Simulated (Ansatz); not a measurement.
# Cd under changes of volume

One of the cells (22.724 Å³/atom); the others are scaled copies at fixed shape and fractional positions:

```xyz
1
Lattice="-1.7843 1.7843 1.7843 1.7843 -1.7843 1.7843 1.7843 1.7843 -1.7843" Properties=species:S:1:pos:R:3 pbc="T T T"
Cd    0.0000    0.0000    0.0000
```

This isn't the form of Cd at room conditions, which is hcp.

* Program: Ansatz 0.2.0
* Functional: PBEsol
* Potentials or basis: all-electron LAPW, scalar-relativistic
* Cutoff: 205 eV (chosen from the basis error)
* Basis error allowed: 0.001 eV/atom
* k mesh: 10 × 10 × 10
* Occupations: fermi-dirac, width 0.05 eV
* Spin: collinear spin, ferromagnetic start
* Starting moments: [1.0] μB
* Fixed moment: 1 μB

```csv
volume (Å³/atom),energy over the lowest point (meV/atom),pressure (GPa)
21.360,84.99,9.1
21.815,61.62,7.5
22.269,?,?
22.724,27.14,4.8
23.178,15.18,3.7
23.633,6.24,2.7
24.087,0.00,1.8
```

Q: What does the run at 22.269 Å³/atom give?

A: Energy over the lowest point 42.49 meV/atom; pressure 6.1 GPa.

Worked out: A Birch-Murnaghan fit of order 3 (a polynomial in V^(-2/3)) to the other rows has no minimum within the range. It gives 42.51 meV/atom at 22.269 Å³/atom, against the run's 42.49, and -dE/dV = 6.1 GPa, against 6.1.

Energies are extrapolated to zero smearing.

Caveats: the total moment is fixed, so each spin has its own Fermi level.
